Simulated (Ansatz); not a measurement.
Na3H2: balancing the decomposition

Computed with Ansatz 0.2.0, DFT PBE, scalar-relativistic, plane waves, PAW. All cells share a 420 eV cutoff and Γ-centred k meshes spaced at most about 0.3 Å⁻¹ (about 0.25 or finer for metals, 2π included). No spin polarisation.

Energies over the elements count from the elements' standard structures at the same level (H₂ as a molecule), with no fitted energy shifts.

All energies are static (0 K, no zero-point motion). With hydrogen, zero-point motion can shift formation energies by some tens of meV/atom.

A trial structure of Na3H2 (reached from: ordered vacancies on the cation sites of antifluorite; relaxed: space group P-4m2 (No. 115), a = 4.391 Å, c = 7.621 Å) has a formation energy of 0.045 eV/atom. At its composition the lowest mixture among the elements and 1 reference phase computed alike (others may be missing) consists of these:

| phase | source | ΔE_f (eV/atom) |
| --- | --- | --- |
| Na (solid) | element | -0.001 |
| NaH (Fm-3m) | COD | -0.196 |

The lowest database cell of Na (-0.001) lies slightly below the reference, hence the non-zero entry.

Task: Write the balanced decomposition and find its energy per atom, per formula unit and per mole of formula units.

Result: Balancing Na and H gives Na3H2 → Na + 2 NaH. The left side holds 5 atoms, and the products take 1/5 (Na) and 4/5 (NaH) of them. The mixture therefore lies at 1/5 × (-0.001) + 4/5 × (-0.196) = -0.157 eV/atom. The reaction energy is -0.157 − (0.045) = -0.202 eV/atom. Times 5 atoms that is -1.010 eV per Na3H2, and times 96.485 it is -97 kJ per mole of Na3H2. Decomposition is downhill, so the trial structure is unstable against this mixture.
